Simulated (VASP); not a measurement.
# TiSi (I4_1/amd) in VASP: single point with r2SCAN

Aim: the single point of TiSi with r2SCAN.

Everything below comes from runs of VASP 6.6.1. Logs are shortened: lines on timing, memory, paths and dates and some standing lists are left out, and cuts for length are marked.

## 1. Starting point

Symmetry: I4_1/amd, No. 141, tetragonal system. Conventional cell: a = 3.568 Å, b = 3.568 Å, c = 18.810 Å, α = 90.00°, β = 90.00°, γ = 90.00°. Around Ti (site symmetry 2mm) lie 7 Si at 2.56 to 2.79 Å. Si (site symmetry 2mm) is surrounded by 2 Si at 2.38 Å and 5 Ti at 2.56 to 2.58 Å.

The cell was built by a generator and needn't be a form met in nature.

## 2. Single point, r2SCAN

Contents of INCAR:

```
SYSTEM = TiSi
PREC = Accurate
ENCUT = 520
EDIFF = 1E-6
ISMEAR = 0
SIGMA = 0.1
LREAL = .FALSE.
LASPH = .TRUE.
NELM = 150
ALGO = Normal
ISIF = 2
LWAVE = .FALSE.
LCHARG = .FALSE.
METAGGA = R2SCAN
LMIXTAU = .TRUE.
NBANDS = 42
KPAR = 4
```

Contents of KPOINTS:

```
Automatic mesh
0
G
  12 12 12
  0 0 0
```

Contents of POSCAR:

```
TiSi
1.0
   -1.7838600000      1.7838600000      9.4049500000
    1.7838600000     -1.7838600000      9.4049500000
    1.7838600000      1.7838600000     -9.4049500000
Ti Si
4 4
Direct
    0.9469170000      0.4469170000      0.5000000000
    0.8030830000      0.8030830000      0.0000000000
    0.5530830000      0.0530830000      0.5000000000
    0.1969170000      0.1969170000      0.0000000000
    0.0829610000      0.5829610000      0.5000000000
    0.6670390000      0.6670390000      0.0000000000
    0.4170390000      0.9170390000      0.5000000000
    0.3329610000      0.3329610000      0.0000000000
```

Potentials or basis: VASP PAW PBE potentials, release 64 (Ti_sv, Si).

Command:

```
> cat potpaw_PBE.64/Ti_sv/POTCAR potpaw_PBE.64/Si/POTCAR > POTCAR
> mpirun -np 4 vasp_std > vasp.out
```

OUTCAR:

```text
SYSTEM = TiSi
   PREC = Accurate
   ENCUT = 520
   EDIFF = 1E-6
   ISMEAR = 0
   LREAL = .FALSE.
   LASPH = .TRUE.
   NELM = 150
   ISIF = 2
   METAGGA = R2SCAN

 ion  position               nearest neighbor table
   1  0.947  0.447  0.500-   5 2.56   7 2.58   7 2.58   7 2.58   7 2.58   8 2.79   8 2.79
   2  0.803  0.803  0.000-   6 2.56   8 2.58   8 2.58   8 2.58   8 2.58   7 2.79   7 2.79
   3  0.553  0.053  0.500-   7 2.56   5 2.58   5 2.58   5 2.58   5 2.58   6 2.79   6 2.79
   4  0.197  0.197  0.000-   8 2.56   6 2.58   6 2.58   6 2.58   6 2.58   5 2.79   5 2.79
   5  0.083  0.583  0.500-   6 2.38   6 2.38   1 2.56   3 2.58   3 2.58   3 2.58   3 2.58   4 2.79
                             4 2.79
   6  0.667  0.667  0.000-   5 2.38   5 2.38   2 2.56   4 2.58   4 2.58   4 2.58   4 2.58   3 2.79
                             3 2.79
   7  0.417  0.917  0.500-   8 2.38   8 2.38   3 2.56   1 2.58   1 2.58   1 2.58   1 2.58   2 2.79
                             2 2.79
   8  0.333  0.333  0.000-   7 2.38   7 2.38   4 2.56   2 2.58   2 2.58   2 2.58   2 2.58   1 2.79
                             1 2.79

  LATTYP: Found a body centered tetragonal cell.
 ALAT       =     3.5677200000
 C/A-ratio  =     5.2722467010

  Lattice vectors:

 A1 = (  -1.7838600000,   1.7838600000,   9.4049500000)
 A2 = (   1.7838600000,  -1.7838600000,   9.4049500000)
 A3 = (   1.7838600000,   1.7838600000,  -9.4049500000)

Analysis of symmetry for initial positions (statically):
=====================================================================
 Subroutine PRICEL returns:
 Original cell was already a primitive cell.

 Routine SETGRP: Setting up the symmetry group for a
 body centered tetragonal supercell.

 Subroutine GETGRP returns: Found 16 space group operations
 (whereof  8 operations were pure point group operations)
 out of a pool of 16 trial point group operations.

The static configuration has the point symmetry D_2d.
 The point group associated with its full space group is D_4h.

Analysis of symmetry for dynamics (positions and initial velocities):
=====================================================================
 Subroutine PRICEL returns:
 Original cell was already a primitive cell.

 Routine SETGRP: Setting up the symmetry group for a
 body centered tetragonal supercell.

 Subroutine GETGRP returns: Found 16 space group operations
 (whereof  8 operations were pure point group operations)
 out of a pool of 16 trial point group operations.

The dynamic configuration has the point symmetry D_2d.
 The point group associated with its full space group is D_4h.

 Subroutine INISYM returns: Found 16 space group operations
 (whereof  8 operations are pure point group operations),
[... 106 lines left out ...]
   ENCUT  =  520.0 eV  38.22 Ry    6.18 a.u.  18.11 18.11 18.11*2*pi/ulx,y,z
   NELM   =    150;   NELMIN=  2; NELMDL= -5     # of ELM steps
   EDIFF  = 0.1E-05   stopping-criterion for ELM
   LREAL  =      F    real-space projection
[... 7 lines left out ...]
   TEBEG  =    0.0;   TEEND  =   0.0 temperature during run
   PSTRESS=    0.0 pullay stress
   NELECT =      64.0000    total number of electrons
   NUPDOWN=      -1.0000    fix difference up-down
   EMIN   =  10.00;   EMAX   =-10.00  energy-range for DOS
   EFERMI =   0.00;   METHOD = LEGACY
   ISMEAR =     0;   SIGMA  =   0.10  broadening in eV -4-tet -1-fermi 0-gaus
   EFERMI_NEDOS =   21; number of points for ismear=-14 and -15
   IALGO  =     38    algorithm
   IMIX   =      4    mixing-type and parameters
     AMIX     =   0.40;   BMIX     =  1.00
     AMIX_MAG =   1.60;   BMIX_MAG =  1.00
  volume/ion in A,a.u.               =      14.96       100.98
  Fermi-wavevector in a.u.,A,eV,Ry     =   1.328685  2.510851 24.019790  1.765405
  Thomas-Fermi vector in A             =   2.457904
   LORBIT       =      0    0 simple, 1 ext, 2 COOP (PROOUT), +10 PAW based schemes
   METAGGA = R2SCAN    functional components
   LHFCALC =     F    Hartree Fock is set to
   AEXX    =    0.0000 exact exchange contribution
   IVDW    =     0    specifies the selected vdW correction
   LEPSILON=     F    determine dielectric tensor
   LRPA    =     F    only Hartree local field effects (RPA)
 non-spin polarized calculation
 Gauss-broadening in eV      SIGMA  =   0.10
  energy-cutoff  :      520.00
  volume of cell :      119.71
 maximum number of plane-waves:      3255
   NGX = 37   NGY = 37   NGZ = 37

 number of electron      64.0000002 magnetization

 Free energy of the ion-electron system (eV)
  ---------------------------------------------------
  ext. energy  EPLUGINS =         0.00000000
  ---------------------------------------------------
  free energy    TOTEN  =       -93.18595789 eV

  energy without entropy =      -93.17037164  energy(sigma->0) =      -93.17816476

 E-fermi :   9.7926     XC(G=0): -12.4164

 val. band max:        9.7869714204   @ k =  -0.0833   0.0833   0.0000
 cond. band min:       9.7954138735   @ k =  -0.2500  -0.2500   0.1667
 fundamental gap:      0.0084424531
 Fermi energy:         9.7925780361

 k-point     1 :       0.0000    0.0000    0.0000
  band No.  band energies     occupation
      1     -49.5096      2.00000
      2     -49.4971      2.00000
      3     -49.4835      2.00000
      4     -49.4710      2.00000
      5     -24.8293      2.00000
      6     -24.7608      2.00000
[... 1069 lines left out ...]
     41      12.3294      0.00000
     42      12.5040      0.00000

 [... further k-points ...]
[... 5 lines left out ...]
  --------------------------------------------------------------------------------------
  -------------------------------------------------------------------------------------
  Total       -1.1167776     -1.1167776     -1.3175450      0.0000000      0.0000000      0.0000000
  in kB      -14.9464910    -14.9464910    -17.6334793      0.0000000      0.0000000      0.0000000
  external PRESSURE =     -15.8421537 kB  Pullay stress =       0.0000000 kB

 VOLUME and BASIS-vectors are now :
 -----------------------------------------------------------------------------
  energy-cutoff  :      520.00
  volume of cell :      119.71
      direct lattice vectors                 reciprocal lattice vectors
    -1.783860000  1.783860000  9.404950000     0.000000000  0.280291054  0.053163494
     1.783860000 -1.783860000  9.404950000     0.280291054  0.000000000  0.053163494
     1.783860000  1.783860000 -9.404950000     0.280291054  0.280291054  0.000000000

 POSITION                                       TOTAL-FORCE (eV/Angst)
 -----------------------------------------------------------------------------------
     -0.00000      1.78386      8.40646         0.000000     -0.000000     -0.036789
      0.00000      0.00000     15.10591        -0.000000      0.000000      0.036789
      0.00000      1.78386      0.99849         0.000000     -0.000000      0.036789
      0.00000      0.00000      3.70399        -0.000000      0.000000     -0.036789
      1.78386     -0.00000      1.56049        -0.000000      0.000000      0.082253
      0.00000      0.00000     12.54694         0.000000     -0.000000     -0.082253
      1.78386      0.00000      7.84446        -0.000000      0.000000     -0.082253
      0.00000      0.00000      6.26296         0.000000     -0.000000      0.082253
 -----------------------------------------------------------------------------------
    total drift:                               -0.000000      0.000000      0.000000

  FREE ENERGIE OF THE ION-ELECTRON SYSTEM (eV)
  ---------------------------------------------------
  free  energy   TOTEN  =       -93.1859578872 eV

  energy  without entropy=      -93.1703716401  energy(sigma->0) =      -93.17816476
```

OSZICAR:

```text
N       E                     dE             d eps       ncg     rms          rms(c)
DAV:   1     0.768249618783E+03    0.76825E+03   -0.31388E+04 13724   0.177E+03
DAV:   2    -0.400937822251E+01   -0.77226E+03   -0.74947E+03 13692   0.549E+02
DAV:   3    -0.102267305720E+03   -0.98258E+02   -0.94886E+02 21512   0.170E+02
DAV:   4    -0.113964891762E+03   -0.11698E+02   -0.11554E+02 20784   0.517E+01
[... 17 lines left out ...]
DAV:  22    -0.931859518011E+02   -0.38916E-04   -0.34678E-05 16756   0.404E-02    0.438E-02
DAV:  23    -0.931859555302E+02   -0.37291E-05   -0.89247E-06 16596   0.139E-02    0.337E-02
DAV:  24    -0.931859530731E+02    0.24571E-05   -0.20016E-06  9402   0.126E-02    0.277E-02
DAV:  25    -0.931859575651E+02   -0.44920E-05   -0.10617E-06  7988   0.742E-03    0.244E-02
DAV:  26    -0.931859578872E+02   -0.32211E-06   -0.57315E-06 14884   0.107E-02
   1 F= -.93185958E+02 E0= -.93178165E+02  d E =-.155862E-01
```

stdout:

```text
POSCAR found type information on POSCAR TiSi
 POSCAR found :  2 types and       8 ions
 scaLAPACK will be used
 -----------------------------------------------------------------------------
|                                                                             |
|                                                                             |
|     You enforced a specific xc type in the INCAR file but a different       |
|     I HOPE YOU KNOW WHAT YOU ARE DOING!                                     |
|                                                                             |
 -----------------------------------------------------------------------------

 LDA part: xc-table for (None), standard interpolation
 POSCAR, INCAR and KPOINTS ok, starting setup
 FFT: planning ... GRIDC
 FFT: planning ... GRID_SOFT
 FFT: planning ... GRID
 WAVECAR not read
 entering main loop
```

Run time: 58 min. Hardware: 4 MPI ranks of Intel Xeon 6975P-C (Granite Rapids), shared host; peak memory 1.3 GiB.

What came out:

* Free energy: -93.1860 eV
* Pressure: -1.6 GPa
* Largest force: 0.082 eV/Å
* Band gap on the k mesh: none (metal or under the smearing width)

Forces on the atoms (eV/Å):
```
Ti   0.000  0.000 -0.037
Ti   0.000  0.000  0.037
Ti   0.000  0.000  0.037
Ti   0.000  0.000 -0.037
Si   0.000  0.000  0.082
Si   0.000  0.000 -0.082
Si   0.000  0.000 -0.082
Si   0.000  0.000  0.082
```

Caveat: the PAW data sets were made with another functional, which shifts forces and pressure a little.
